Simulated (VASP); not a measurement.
Input of a VASP 6.6.1 run:

INCAR

```
PREC = Accurate
ENCUT = 520
EDIFF = 1E-8
ISMEAR = -1
SIGMA = 0.05
LREAL = False
LASPH = True
NELM = 100
ALGO = Fast
ISIF = 2
LWAVE = False
LCHARG = False
GGA = PS
LEFG = True
NBANDS = 22
```

The input KPOINTS:

```
regular mesh
0
Gamma
  14 12 9
```

The input POSCAR:

```
SiNi
1.0
    2.9427706600      0.0000000000      0.0000000000
    0.0000000000      3.2803255400      0.0000000000
    0.0000000000      0.0000000000      4.6774467600
Si Ni
2 2
Direct
    0.0000000000      0.0000000000      0.1568568400
    0.5000000000      0.5000000000      0.8431431600
    0.0000000000      0.0000000000      0.6575044100
    0.5000000000      0.5000000000      0.3424955900
```

Potentials or basis: VASP PAW PBE potentials, release 64 (Si, Ni).

Command:

```bash
$ cat potpaw_PBE.64/Si/POTCAR potpaw_PBE.64/Ni/POTCAR > POTCAR
$ mpirun -np 1 vasp_std > vasp.out
```

Estimate the band gap on the k mesh.

none (metal or under the smearing width).

Predict the pressure.

0.4 GPa.

Electric field gradients, principal values (V/Å²):
| atom | Vxx | Vyy | Vzz |
| --- | --- | --- | --- |
| 1 Si | 5.701 | 25.703 | -31.404 |
| 2 Si | 5.701 | 25.703 | -31.404 |
| 3 Ni | 2.987 | 8.375 | -11.362 |
| 4 Ni | 2.987 | 8.375 | -11.362 |

Caveat: the PAW data sets were made with another functional, which shifts forces and pressure a little. Spin polarisation is off, so any magnetic state and its effect on volume and gap are missing.
